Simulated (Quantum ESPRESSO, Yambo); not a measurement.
An input for Quantum ESPRESSO 7.5 (RbCl (Fm-3m)):

```
&control
  calculation = 'nscf'
  prefix = 'x'
  outdir = 'o'
  pseudo_dir = 'pseudo'
/
&system
  ibrav = 0
  nat = 2
  ntyp = 2
  ecutwfc = 50.0
  nbnd = 48
  force_symmorphic = .true.
  noncolin = .true.
  lspinorb = .true.
/
&electrons
  conv_thr = 1e-9
  electron_maxstep = 80
  diago_full_acc = .true.
  diago_thr_init = 5e-6
/
ATOMIC_SPECIES
  Rb 85.468 Rb.upf
  Cl 35.45 Cl.upf
CELL_PARAMETERS angstrom
  0.0000000000 3.2895000000 3.2895000000
  3.2895000000 0.0000000000 3.2895000000
  3.2895000000 3.2895000000 -0.0000000000
ATOMIC_POSITIONS crystal
  Rb 0.0000000000 0.0000000000 0.0000000000
  Cl 0.5000000000 0.5000000000 0.5000000000
K_POINTS automatic
  10 10 10 0 0 0
```

```sh
OMP_NUM_THREADS=1 mpirun -n 8 pw.x -nk 4 -in pw.in > pw.out
```

Q: How long will it take on 8 MPI ranks of Intel Xeon at 2.60GHz (Ice Lake), shared host, and how much memory?

It took 17 s; on shared hardware allow 8.3 s to 33 s. Peak host memory was 0.53 GiB.

[Paths, hosts, dates, memory and timing lines, banners, echoed tables and standing remarks are left out of the program output.]

[Logs are printed without paths, hosts, clocks, repeated set-up lines and the standing remarks that a program may print on its own settings, such as how far it seeks lower states.]

[Runs of the session that timed out or met a known fault of the program may be left out.]

[Hosts, paths, dates, database ids (printed as entryN), source tags and the programs' standing remarks are cut or masked in the printed files.]
